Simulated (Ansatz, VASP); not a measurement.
**Ta in VASP and in Ansatz**

The input INCAR:

```
PREC = Accurate ; ENCUT = 520
EDIFF = 1E-7 ; ISMEAR = -1
SIGMA = 0.05 ; LREAL = F
LASPH = T ; NELM = 150
ALGO = Normal ; ISIF = 2
LWAVE = F ; LCHARG = F
MAGMOM = 0 0 0 ; LORBIT = 11
LSORBIT = T ; GGA_COMPAT = F
LORBMOM = T ; LMAXMIX = 4
GGA = PS ; NBANDS = 22
```

Contents of KPOINTS:

```
Automatic mesh
0
Gamma
  8 8 8
```

POSCAR

```
Ta
1.0
   -1.6512800000      1.6512800000      1.6512800000
    1.6512800000     -1.6512800000      1.6512800000
    1.6512800000      1.6512800000     -1.6512800000
Ta
1
Direct
    0.0000000000      0.0000000000      0.0000000000
```

input.yaml

```yaml
crystal:
  lattice:
    - [-1.65128, 1.65128, 1.65128]
    - [1.65128, -1.65128, 1.65128]
    - [1.65128, 1.65128, -1.65128]
  atoms:
    - { symbol: Ta, position: [0.0, 0.0, 0.0] }
hamiltonian:
  xc: pbesol
  pseudopotentials: { kind: paw_fr }
magnetization:
  noncollinear: true
  spin_orbit: true
kpoints:
  mp_grid: { grid: [8, 8, 8] }
  band_path:
    path:
      - [[0.0, 0.0, 0.0], [0.5, -0.5, 0.5], [0.0, 0.0, 0.5], [0.0, 0.0, 0.0], [0.25, 0.25, 0.25], [0.5, -0.5, 0.5]]
      - [[0.25, 0.25, 0.25], [0.0, 0.0, 0.5]]
    npoints: 14
scf:
  occupations: { method: fermi_dirac, width: 0.05 }
  n_extra_bands: 6
output:
  forces: true
  stress: true
  eigenvalues: true
  fatbands: true
```

Alike in both runs: functional PBEsol; k mesh 8 × 8 × 8; occupations fermi-dirac, width 0.05 eV; non-collinear spin, spin-orbit coupling.

|  | VASP | Ansatz |
| --- | --- | --- |
| version | VASP 6.6.1 | Ansatz 0.2.0 |
| potentials or method | VASP PAW PBE potentials, release 64 (Ta_pv) | Ansatz PAW |
| plane-wave cutoff (eV) | 520 | 420 |
| valence electrons in the cell | 11 | 13 |
| task | single point | band structure |

VASP gave:

- gap on the k mesh at the Fermi level (eV): none
- pressure (GPa): -5.6
- net moment per atom (μB): 0.00

Task: What did Ansatz give for the same quantities?

Result: gap on the k mesh at the Fermi level (eV): none; pressure (GPa): -5.9; net moment per atom (μB): 0.00.

A gap of «none» marks a metal or a gap that the smearing closes. With one functional, cell and mesh, what is left measures potentials, basis and numerics. The two sets of potentials don't hold the same shells in valence.

Caveats: the PAW data sets were made with another functional, which shifts forces and pressure a little (VASP); the PAW data sets come from PBE, with cores solved anew for the run's functional, which leaves a small shift of forces and pressure (Ansatz).
